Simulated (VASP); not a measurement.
Input of a VASP 6.6.1 run:

The input INCAR:

```
  PREC = Accurate
  ENCUT = 520
  EDIFF = 1E-6
  ISMEAR = 0
  SIGMA = 0.1
  LREAL = False
  LASPH = True
  NELM = 100
  ALGO = Fast
  ISIF = 2
  LWAVE = False
  LCHARG = False
  LDIPOL = True
  IDIPOL = 3
  DIPOL = 0.5 0.5 0.265
  GGA = PE
  NBANDS = 17
```

KPOINTS

```
regular mesh
0
Gamma
  18 18 1
```

File POSCAR:

```
SiN
1.0
    2.8457399248      0.0000002444      0.0000000000
   -1.4228701741      2.4644829453      0.0000000000
    0.0000000000      0.0000000000     32.0435924192
Si N
2 2
Direct
    0.3333333333      0.6666666667      0.2207148795
    0.6666666667      0.3333333333      0.3098124028
    0.6666666667      0.3333333333      0.2013670020
    0.3333333333      0.6666666667      0.3291602803
```

Potentials or basis: VASP PAW PBE potentials, release 64 (Si, N).

Launch:

```console
$ cat potpaw_PBE.64/Si/POTCAR potpaw_PBE.64/N/POTCAR > POTCAR
$ mpirun -np 1 vasp_std > vasp.out
```

**Question.** Estimate the band gap on the k mesh.

**Answer.** None (metal or under the smearing width).

**Question.** What does it give for the largest force?

**Answer.** 0.032 eV/Å.

Forces on the atoms (eV/Å):
```
Si   0.000  0.000 -0.032
Si   0.000  0.000  0.032
N    0.000  0.000  0.030
N    0.000  0.000 -0.030
```
